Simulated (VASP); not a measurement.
Wanted: the native input for a VASP 6.6.1 run.

```yaml
Task: relaxation of cell and atoms
Functional: PBEsol
Potentials_or_basis: VASP PAW PBE potentials, release 64 (Zn, Cu, Sn_d, Se)
Cutoff: 600 eV
k_mesh: 10 × 10 × 10
Occupations: methfessel-paxton, width 0.1 eV
Spin: no spin polarisation
Further_INCAR_settings: ALGO = Normal; EDIFF = 1e-06; IBRION = 2; EDIFFG = -0.01; NSW = 90; ISIF = 3
```

The structure of ZnCu2SnSe4 lies in POSCAR:

```
ZnCu2SnSe4
1.0
   -2.8856370000      2.8856370000      5.7398310000
    2.8856370000     -2.8856370000      5.7398310000
    2.8856370000      2.8856370000     -5.7398310000
Zn Cu Sn Se
1 2 1 4
Direct
    0.7500000000      0.2500000000      0.5000000000
    0.2500000000      0.7500000000      0.5000000000
    0.0000000000      0.0000000000      0.0000000000
    0.5000000000      0.5000000000      0.0000000000
    0.6297540000      0.6365340000      0.5262470000
    0.1102870000      0.1035070000      0.4737530000
    0.8964930000      0.3702460000      0.0067800000
    0.3634660000      0.8897130000      0.9932200000
```

The cell comes from a database or a generator and needn't be the stable form of this composition.

The input as run:

INCAR

```
PREC = Accurate
ENCUT = 600
EDIFF = 1E-6
ISMEAR = 1
SIGMA = 0.1
LREAL = False
LASPH = True
NELM = 80
ALGO = Normal
ISIF = 3
LWAVE = False
LCHARG = False
GGA = PS
IBRION = 2
NSW = 90
EDIFFG = -0.01
KPAR = 4
```

KPOINTS

```
regular mesh
0
Gamma
  10 10 10
```

Potentials or basis: VASP PAW PBE potentials, release 64 (Zn, Cu, Sn_d, Se).

Command:

```bash
$ cat potpaw_PBE.64/Zn/POTCAR potpaw_PBE.64/Cu/POTCAR potpaw_PBE.64/Sn_d/POTCAR potpaw_PBE.64/Se/POTCAR > POTCAR
$ mpirun -np 4 vasp_std > vasp.out
```

It gave:

```
Relaxed volume                         : 22.73 Å³/atom
Relaxed cell                           : a = 6.933 Å, b = 6.933 Å, c = 6.933 Å, α = 131.72°, β = 131.72°, γ = 70.67°
Space group after relaxing (to 0.05 Å) : I-4 (No. 82)
Energy gained by relaxing              : 11.9 meV/atom
Ionic steps                            : 8
Pressure after relaxing                : 0.0 GPa
Largest force after relaxing           : 0.007 eV/Å
Band gap on the k mesh                 : 0.03 eV, direct
```

Caveat: the PAW data sets were made with another functional, which shifts forces and pressure a little; spin-orbit coupling is left out, which moves the levels of the heavy elements.

It took 32 min on 4 MPI ranks on AMD EPYC 9R14 (Zen 4) (shared host), peak memory 1.5 GiB a rank.
